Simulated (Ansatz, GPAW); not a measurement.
# Geometry or basis: what sets the conductance of C2 in line between two Al chains, part 3 of 3

Aim: the conductance of C2 in line between two Al chains after relaxation, and whether geometry, basis or functional moves it most.

GPAW 26.7.0 and Ansatz 0.2.0; Ansatz plane waves; relaxation of the junction with the lead ends held; PAW set soft_1 (the session's first sound run).

So far, transmission at the Fermi level (one spin): step 3 (plane waves, PBE) 0.223; step 4 (GPAW, dzp, PBE, GPAW) 0.248. Also open channels of the lead at the Fermi level (one spin): step 3 2; step 4 2.

## 5. GPAW, szp: basis = "szp(dzp)"

Level of this step: GPAW LCAO, PAW setups; Landauer transmission from Green's functions with principal layers (ASE), zero bias (GPAW).

The second zeta is dropped, the polarisation orbitals stay.

Input file run.py:

```python
import json
import numpy as np
from ase import Atoms
from ase.transport.calculators import TransportCalculator
from gpaw import GPAW, FermiDirac
from gpaw.lcao.tools import get_lcao_hamiltonian
from scipy.linalg import eigh

# The junction with lead layers at both ends, along the third cell vector
device = Atoms(
    ['Al', 'Al', 'Al', 'Al', 'Al', 'Al', 'Al', 'C', 'C', 'Al', 'Al', 'Al', 'Al', 'Al', 'Al', 'Al'],
    positions=[
        [4.50000, 4.50000, 1.20000],
        [4.50000, 4.50000, 3.60000],
        [4.50000, 4.50000, 6.00000],
        [4.50000, 4.50000, 8.40000],
        [4.50000, 4.50000, 10.80000],
        [3.70143, 3.69614, 13.13993],
        [4.66408, 4.56399, 15.43050],
        [4.46027, 4.35346, 17.35191],
        [4.50342, 4.34938, 18.60108],
        [4.34674, 4.59405, 20.52320],
        [5.11675, 3.54575, 22.81184],
        [4.50000, 4.50000, 25.15080],
        [4.50000, 4.50000, 27.55080],
        [4.50000, 4.50000, 29.95080],
        [4.50000, 4.50000, 32.35080],
        [4.50000, 4.50000, 34.75080]],
    cell=[[9.0, 0.0, 0.0], [0.0, 9.0, 0.0], [0.0, 0.0, 35.9508]],
    pbc=True)

# One principal layer of the lead: the first 4 atoms of the device
lead = Atoms(
    ['Al', 'Al', 'Al', 'Al'],
    positions=[
        [4.50000, 4.50000, 1.20000],
        [4.50000, 4.50000, 3.60000],
        [4.50000, 4.50000, 6.00000],
        [4.50000, 4.50000, 8.40000]],
    cell=[[9.0, 0.0, 0.0], [0.0, 9.0, 0.0], [0.0, 0.0, 9.6]],
    pbc=True)

settings = dict(mode='lcao', basis='szp(dzp)', xc='PBE', h=0.2,
                occupations=FermiDirac(0.1), maxiter=250,
                mixer=dict(beta=0.1, nmaxold=8, weight=100.0),
                convergence=dict(density=0.0001))
energies = np.arange(-2, 2 + 1e-9, 0.025)
eta = 0.0001
n1, n2 = 1, 1
# k and -k transmit alike, so half of the mesh across the current serves
mesh = [(i, j) for i in range(n1) for j in range(n2) if (i, j) <= (-i % n1, -j % n2)]
weights = np.array([1 if (i, j) == (-i % n1, -j % n2) else 2 for i, j in mesh]) / (n1 * n2)

# [... helper functions left out ...]
fermi_lead = ground_state(lead, (1, 1, 12), 'lead.txt')
fermi_device = ground_state(device, (1, 1, 2), 'device.txt')
# [... loop over the mesh left out, but for ...]
        # Shift the lead onto the potential of the device's first layer
        shift = ((H[:, 0, 0] - H0[:, 0, 0]) / S0[0, 0]).real.mean()
# [...]
kT = 8.617333e-5 * 300
bias = [0.1, 0.2, 0.5, 1.0, 1.5, 2.0]
# [... integrals and printing left out ...]
```

Command:

```bash
> OMP_NUM_THREADS=1 OPENBLAS_NUM_THREADS=1 python run.py
```

Numbers of over 12 decimals in the logs are rounded to 6 here.

Log:

```text
basis functions: device 144, principal layer 36
Fermi level: lead -3.5823 eV, device -3.4477 eV; lead shifted by 0.0200 eV
largest coupling past the next layer 1.49e-15 eV, largest misfit of the first layer 0.047 eV
  E-E_F (eV)   T (one spin)  channels
    -2.000    2.5337e-01    1.0000
    -1.975    2.5605e-01    1.0000
    -1.950    2.5732e-01    1.0000
[...]
1.975    1.7461e+00    3.0000
     2.000    1.7485e+00    3.0000
conductance at 300 K: 0.22238 G0 a cell; thermopower -32.47 uV/K
current from the zero-bias T(E) at 0.1 V: 1.7304 uA
current from the zero-bias T(E) at 0.2 V: 3.5068 uA
current from the zero-bias T(E) at 0.5 V: 9.6957 uA
current from the zero-bias T(E) at 1.0 V: 25.243 uA
current from the zero-bias T(E) at 1.5 V: 46.903 uA
current from the zero-bias T(E) at 2.0 V: 76.987 uA
```

Run time: 58 s. Hardware: 1 thread of Arm Neoverse V2, shared host; peak memory 1.1 GiB.

Numbers from this step:

```
conductance                                    : 0.2224 G₀
thermopower                                    : -32.47 μV/K
largest coupling past the next principal layer : 1.49e-15 eV
largest misfit of the first principal layer    : 0.04724 eV
shift that aligns the lead                     : 0.01999 eV
basis functions of the junction                : 144
basis functions of a principal layer           : 36
transmission at the Fermi level (one spin)     : 0.2201
```

The conductance, 0.222 G₀, lies 11 % below that of the dzp run.

## 6. Minimal basis

One function for each valence shell of the setup, as for a first survey of a large system.

run.py, as its differences from that of step 5:

```diff
@@ -42,3 +42,3 @@
 
-settings = dict(mode='lcao', basis='szp(dzp)', xc='PBE', h=0.2,
+settings = dict(mode='lcao', basis='sz(dzp)', xc='PBE', h=0.2,
                 occupations=FermiDirac(0.1), maxiter=250,
```

Log:

```text
basis functions: device 64, principal layer 16
Fermi level: lead -3.8293 eV, device -3.6365 eV; lead shifted by 0.0269 eV
largest coupling past the next layer 9.58e-16 eV, largest misfit of the first layer 0.059 eV
  E-E_F (eV)   T (one spin)  channels
    -2.000    3.2190e-01    1.0000
    -1.975    3.2154e-01    1.0000
    -1.950    3.1703e-01    1.0000
[...]
1.975    1.7213e+00    3.0000
     2.000    1.7165e+00    3.0000
conductance at 300 K: 0.22663 G0 a cell; thermopower -29.33 uV/K
current from the zero-bias T(E) at 0.1 V: 1.7619 uA
current from the zero-bias T(E) at 0.2 V: 3.5616 uA
current from the zero-bias T(E) at 0.5 V: 9.6929 uA
current from the zero-bias T(E) at 1.0 V: 24.967 uA
current from the zero-bias T(E) at 1.5 V: 47.542 uA
current from the zero-bias T(E) at 2.0 V: 76.896 uA
```

Elapsed: 34 s, on 1 thread; peak memory 1 GiB.

Numbers from this step:

```
conductance                                    : 0.2266 G₀
thermopower                                    : -29.33 μV/K
largest coupling past the next principal layer : 9.58e-16 eV
largest misfit of the first principal layer    : 0.05920 eV
shift that aligns the lead                     : 0.02688 eV
basis functions of the junction                : 64
basis functions of a principal layer           : 16
transmission at the Fermi level (one spin)     : 0.2248
```

The conductance, 0.227 G₀, lies 10 % below that of the dzp run.

## 7. LDA in the dzp basis: xc = "LDA"

Back in the dzp basis, the functional changes from PBE to LDA, to set the spread between functionals beside that between bases.

run.py, as its differences from that of step 6:

```diff
@@ -42,3 +42,3 @@
 
-settings = dict(mode='lcao', basis='sz(dzp)', xc='PBE', h=0.2,
+settings = dict(mode='lcao', basis='dzp', xc='LDA', h=0.2,
                 occupations=FermiDirac(0.1), maxiter=250,
```

Log:

```text
basis functions: device 208, principal layer 52
Fermi level: lead -3.2559 eV, device -3.1884 eV; lead shifted by 0.0144 eV
largest coupling past the next layer 1.29e-15 eV, largest misfit of the first layer 0.041 eV
  E-E_F (eV)   T (one spin)  channels
    -2.000    2.5708e-01    1.0000
    -1.975    2.6773e-01    1.0000
    -1.950    2.7808e-01    1.0000
[...]
1.975    1.6712e+00    3.0000
     2.000    1.6689e+00    3.0000
conductance at 300 K: 0.28001 G0 a cell; thermopower -31.18 uV/K
current from the zero-bias T(E) at 0.1 V: 2.1781 uA
current from the zero-bias T(E) at 0.2 V: 4.4088 uA
current from the zero-bias T(E) at 0.5 V: 11.989 uA
current from the zero-bias T(E) at 1.0 V: 29.529 uA
current from the zero-bias T(E) at 1.5 V: 52.629 uA
current from the zero-bias T(E) at 2.0 V: 83.712 uA
```

The job ended after 55 s (1 thread; peak memory 1.2 GiB).

This step gave:

- conductance: 0.2800 G₀
- thermopower: -31.18 μV/K
- largest coupling past the next principal layer: 1.29e-15 eV
- largest misfit of the first principal layer: 0.04135 eV
- shift that aligns the lead: 0.01438 eV
- basis functions of the junction: 208
- basis functions of a principal layer: 52
- transmission at the Fermi level (one spin): 0.2773

The conductance, 0.280 G₀, lies 12 % above that of the dzp run.

## 8. The structure as built: geometry = "as built"

The dzp basis with PBE on the structure as first built shows what the relaxation was worth.

run.py, as its differences from that of step 7:

```diff
@@ -17,8 +17,8 @@
         [4.50000, 4.50000, 10.80000],
-        [3.70143, 3.69614, 13.13993],
-        [4.66408, 4.56399, 15.43050],
-        [4.46027, 4.35346, 17.35191],
-        [4.50342, 4.34938, 18.60108],
-        [4.34674, 4.59405, 20.52320],
-        [5.11675, 3.54575, 22.81184],
+        [4.50000, 4.50000, 13.20000],
+        [4.50000, 4.50000, 15.60000],
+        [4.50000, 4.50000, 17.35540],
+        [4.50000, 4.50000, 18.59540],
+        [4.50000, 4.50000, 20.35080],
+        [4.50000, 4.50000, 22.75080],
         [4.50000, 4.50000, 25.15080],
@@ -42,3 +42,3 @@
 
-settings = dict(mode='lcao', basis='dzp', xc='LDA', h=0.2,
+settings = dict(mode='lcao', basis='dzp', xc='PBE', h=0.2,
                 occupations=FermiDirac(0.1), maxiter=250,
```

Log:

```text
basis functions: device 208, principal layer 52
Fermi level: lead -3.1259 eV, device -3.1020 eV; lead shifted by -0.0038 eV
largest coupling past the next layer 1.42e-15 eV, largest misfit of the first layer 0.022 eV
  E-E_F (eV)   T (one spin)  channels
    -2.000    2.0593e-02    1.0000
    -1.975    1.9897e-02    1.0000
    -1.950    1.9199e-02    1.0000
[...]
1.975    2.0597e+00    3.0000
     2.000    2.0588e+00    3.0000
conductance at 300 K: 1.7566 G0 a cell; thermopower -0.8307 uV/K
current from the zero-bias T(E) at 0.1 V: 13.594 uA
current from the zero-bias T(E) at 0.2 V: 27.093 uA
current from the zero-bias T(E) at 0.5 V: 66.198 uA
current from the zero-bias T(E) at 1.0 V: 114.08 uA
current from the zero-bias T(E) at 1.5 V: 148.36 uA
current from the zero-bias T(E) at 2.0 V: 184.51 uA
```

It took 54 s on 1 thread; peak memory 1.2 GiB.

Numbers from this step:

```
conductance                                    : 1.757 G₀
largest coupling past the next principal layer : 1.42e-15 eV
largest misfit of the first principal layer    : 0.02184 eV
shift that aligns the lead                     : -0.003833 eV
transmission at the Fermi level (one spin)     : 1.762
```

One spin. Table of transmission, zone mean by energy, zero at the Fermi level:

| energy (eV) | transmission, zone mean |
| --- | --- |
| -2.000 | 0.0206 |
| -1.900 | 0.0178 |
| -1.800 | 0.0150 |
| -1.700 | 0.0121 |
| -1.600 | 0.00922 |
| -1.500 | 0.00624 |
| -1.400 | 0.00316 |
| -1.300 | 4.4e-8 |
| -1.200 | 2.2e-11 |
| -1.100 | 4.7e-12 |
| -1.000 | 2.6e-12 |
| -0.900 | 2.1e-12 |
| -0.800 | 1.9e-12 |
| -0.700 | 1.9e-12 |
| -0.600 | 1.8e-12 |
| -0.500 | 5.0e-12 |
| -0.400 | 0.160 |
| -0.300 | 1.45 |
| -0.200 | 1.60 |
| -0.100 | 1.72 |
| 0.000 | 1.76 |
| 0.100 | 1.76 |
| 0.200 | 1.74 |
| 0.300 | 1.72 |
| 0.400 | 1.72 |
| 0.500 | 1.73 |
| 0.600 | 1.76 |
| 0.700 | 1.79 |
| 0.800 | 1.82 |
| 0.900 | 1.86 |
| 1.000 | 1.97 |
| 1.100 | 2.01 |
| 1.200 | 2.03 |
| 1.300 | 2.05 |
| 1.400 | 2.05 |
| 1.500 | 2.06 |
| 1.600 | 2.06 |
| 1.700 | 2.07 |
| 1.800 | 2.06 |
| 1.900 | 2.06 |
| 2.000 | 2.06 |

The conductance, 1.76 G₀, lies a factor of 7.0 above that of the dzp run.

## 9. All levels side by side

Times are wall times on the hardware named with each run. The runs compared:

```csv
no.,run,conductance (G₀),time,memory (GiB)
1,pw PBE,0.2266,34 s,2.2
2,dzp,0.2507,74 s,1.1
3,szp,0.2224,58 s,1.1
4,sz,0.2266,34 s,1.0
5,dzp LDA,0.2800,55 s,1.2
6,asbuilt,1.757,54 s,1.2
```

## 10. The levels side by side

The curves are compared point by point over the common energies.

This step: comparison of transmission and cost over codes, levels and geometry; PAW set soft_1 (GPAW 26.7.0).

Ladder, by row:

```
   step    code  T at the Fermi level (sum over the listed spins)  conductance (G0)  r.m.s. T(E) from the first  wall time (s)  peak memory (GiB)  threads
 pw-pbe  Ansatz                                            0.2234            0.2266                           0          33.56              2.234        4
    dzp    GPAW                                            0.2478            0.2507                     0.07073          74.16               1.15        1
    szp    GPAW                                            0.2201            0.2224                      0.1071           57.9               1.13        1
     sz    GPAW                                            0.2248            0.2266                      0.1209          33.66               1.02        1
dzp-LDA    GPAW                                            0.2773              0.28                      0.1008          54.77               1.16        1
asbuilt    GPAW                                             1.762             1.757                      0.6921          54.18               1.16        1
```

Transmission, zone mean, sum over the listed spins against energy, zero at the Fermi level:

```csv
energy (eV),pw-pbe,dzp,szp,sz,dzp-LDA,asbuilt
-2.000,0.255,0.275,0.253,0.322,0.257,0.0206
-1.800,0.299,0.322,0.226,0.170,0.319,0.0150
-1.600,0.208,0.222,0.0995,3.2e-10,0.238,0.00922
-1.400,0.0525,0.0478,0.00676,7.9e-12,0.0562,0.00316
-1.200,0,3.2e-10,4.2e-11,1.5e-12,4.4e-10,2.2e-11
-1.000,0,1.4e-11,6.0e-12,8.9e-13,1.6e-11,2.6e-12
-0.800,0,7.7e-12,6.2e-12,2.2e-12,8.9e-12,1.9e-12
-0.600,0,2.5e-10,1.5e-9,4.0e-8,2.2e-10,1.8e-12
-0.400,0,4.1e-9,8.2e-11,1.4e-8,4.0e-9,0.160
-0.200,0.0753,0.0807,0.0620,0.0746,0.0865,1.60
0.000,0.223,0.248,0.220,0.225,0.277,1.76
0.200,0.488,0.530,0.484,0.463,0.582,1.74
0.400,0.840,0.895,0.849,0.826,0.943,1.72
0.600,1.07,1.10,1.07,1.09,1.15,1.76
0.800,1.35,1.36,1.48,1.45,1.46,1.82
1.000,1.71,1.72,1.70,1.62,1.77,1.97
1.200,1.78,1.80,1.80,1.72,1.85,2.03
1.225,1.78,1.80,1.81,1.73,1.85,2.04
1.275,1.78,1.80,1.82,1.75,1.85,2.04
1.350,1.77,1.80,1.83,1.76,1.85,2.05
1.400,1.75,1.79,1.82,1.77,1.84,2.05
1.525,1.67,1.76,1.80,1.78,1.80,2.06
1.600,1.61,1.73,1.78,1.78,1.77,2.06
1.800,1.45,1.65,1.74,1.75,1.70,2.06
2.000,1.36,1.61,1.75,1.72,1.67,2.06
```

## 11. Other settings

One more run, with changed settings.

This step: GPAW LCAO, PAW setups; Landauer transmission from Green's functions with principal layers (ASE), zero bias (GPAW 26.7.0).

run.py, as its differences from that of step 8:

```diff
@@ -17,8 +17,8 @@
         [4.50000, 4.50000, 10.80000],
-        [4.50000, 4.50000, 13.20000],
-        [4.50000, 4.50000, 15.60000],
-        [4.50000, 4.50000, 17.35540],
-        [4.50000, 4.50000, 18.59540],
-        [4.50000, 4.50000, 20.35080],
-        [4.50000, 4.50000, 22.75080],
+        [3.70143, 3.69614, 13.13993],
+        [4.66408, 4.56399, 15.43050],
+        [4.46027, 4.35346, 17.35191],
+        [4.50342, 4.34938, 18.60108],
+        [4.34674, 4.59405, 20.52320],
+        [5.11675, 3.54575, 22.81184],
         [4.50000, 4.50000, 25.15080],
@@ -43,3 +43,3 @@
 settings = dict(mode='lcao', basis='dzp', xc='PBE', h=0.2,
-                occupations=FermiDirac(0.1), maxiter=250,
+                occupations=FermiDirac(0.1), maxiter=5,
                 mixer=dict(beta=0.1, nmaxold=8, weight=100.0),
```

Log:

```text
gpaw.KohnShamConvergenceError
```

Run time: 5.6 s. Hardware: 1 thread; peak memory 0.37 GiB.

No converged result was reached; the numbers in the log don't describe the system.

The fault put into the input: too few SCF iterations (maxiter = 5).

## 12. Outcome

| Item | Value |
| --- | --- |
| conductance | 0.251 G₀ |
| transmission at the Fermi level, mean of the spins | 0.248 |
| thermopower | -31.0 μV/K |
| open channels of the lead there | 2 |

In the dzp basis the junction conducts 0.251 G₀ at 300 K, with T = 0.248 a spin at the Fermi level; the sz basis reaches that conductance within 10 %. Relaxation moved atoms by up to 1.1 Å and took the conductance from 1.76 to 0.251 G₀, as a ratio a larger change than the step from dzp to the minimal basis. Plane waves (PBE) give T = 0.223 there. The scatterer reflects about 88 % of the incoming channels at the Fermi level. At the Fermi level two eigenchannels carry the current (0.13 and 0.12). The negative thermopower says that the thermally weighted transmission is larger above the Fermi level, as for electron-like transport. Measured against the first run (pw-pbe), the nearest curve is that of dzp (r.m.s. 0.071) and the farthest that of asbuilt (0.69). Over the compared runs wall time goes from 34 s (pw-pbe) to 74 s (dzp), on a shared host; the plane-wave run used 4 threads and the orbital runs 1. The leads kept an estimated spacing and the cell its length, so the junction may be under some tension or compression. Energies count from the junction cell's Fermi level; in the run with T = 0.248 there, the aligned lead's own level lies at 0.013 eV, where T interpolates to 0.261; the finite cell leaves the answer open by at least that much. An evenly spaced straight chain is an idealisation: free chains tend to dimerise, zigzag or, where a band edge lies near the Fermi level, turn magnetic. The currents use the zero-bias T(E) throughout, which holds only while the bias is small against the distance to the nearest feature.

[Logs are printed without paths, hosts, clocks, repeated set-up lines and the standing remarks that a program may print on its own settings, such as how far it seeks lower states.]

[Hosts, paths, dates, database ids (printed as entryN), source tags and the programs' standing remarks are cut or masked in the printed files.]
